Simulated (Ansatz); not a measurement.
# CdS: the crystal squeezed far

One table from this session's results is given with a row withheld; the runs are named, their logs left out.

Program: Ansatz 0.2.0. Level of theory: DFT PBE, with the methods named in each step. These are calculated values, not measurements.

### The system as given

The structure is cubic, space group Pm-3m (No. 221). Conventional cell: a = 3.015 Å, b = 3.015 Å, c = 3.015 Å, α = 90.00°, β = 90.00°, γ = 90.00°. Cd (site symmetry m-3m) has 8 S at 2.61 Å in its first shell of neighbours. Around S (site symmetry m-3m) lie 8 Cd at 2.61 Å.

As a file:

```xyz
2
Lattice="3.0150 0.0000 0.0000 0.0000 3.0150 0.0000 0.0000 0.0000 3.0150" Properties=species:S:1:pos:R:3 pbc="T T T"
Cd    0.0000    0.0000    0.0000
S     1.5075    1.5075    1.5075
```

Whether this phase is the stable one at these pressures isn't tested.

Atoms are numbered in the order of the input: Cd1, S2.

Set-up of the first run:

The input, input.yaml:

```yaml
crystal:
  lattice:
    - [3.015023969, 0.0, 0.0]
    - [0.0, 3.015023969, 0.0]
    - [0.0, 0.0, 3.015023969]
  atoms:
    - { symbol: Cd, position: [0.0, 0.0, 0.0] }
    - { symbol: S, position: [0.5, 0.5, 0.5] }
kpoints:
  mp_grid: { grid: [14, 14, 14] }
scf:
  occupations: { method: fermi_dirac, width: 0.05 }
hamiltonian:
  xc: pbe
  pseudopotentials: { kind: paw }
output:
  forces: true
  stress: true
  write_density: true
  write_potential: true
  elf: true
  volumetric_format: npy
relax:
  f_tol: 0.005
  max_steps: 40
  cell: {}
```

Launch:

```sh
> ansatz run input.yaml --threads 1 --pin off --max-ram 2048MiB --backend cpu --events-out ev --progress --plain --runs-dir out
```

Among the steps run: Cell relaxed at zero pressure, PAW; More of the same log: cell relaxed at zero pressure; Volume scaled by 1, PAW; Volume scaled by 0.92, PAW; Volume scaled by 0.84, PAW; Volume scaled by 0.76, PAW; Volume scaled by 0.68, PAW; Volume scaled by 0.68, PAW (source ansatz); Volume scaled by 0.6, PAW; Volume scaled by 0.52, PAW; Volume scaled by 0.45, PAW; Volume scaled by 0.45, PAW (cutoff 250 eV).

One table of the session follows, with a row left open; its other results are not shown here.

```
             method  volume over the first  volume (Å³/atom)  pressure (GPa)
                PAW                      1            19.829            0.01
                PAW                   0.92            18.243            7.04
                PAW                   0.84            16.657           18.22
                PAW                   0.76            15.070           36.24
                PAW                   0.68            13.484           66.00
                PAW                    0.6            11.898          116.74
                PAW                   0.52                 ?               ?
                PAW                   0.45             8.923          354.44
PAW (cutoff 250 eV)                   0.45             8.923          348.75
PAW (source ansatz)                   0.68            13.484           66.08
```

Q: Estimate the row for PAW, 0.52 from the others.

The run gave: volume (Å³/atom): 10.311; pressure (GPa): 207.79. In the column «volume (Å³/atom)» it lies between PAW (cutoff 250 eV), 0.45 (8.923) and PAW, 0.6 (11.898).

To keep in mind: Warnings in the runs' records: cutoff below recommended.
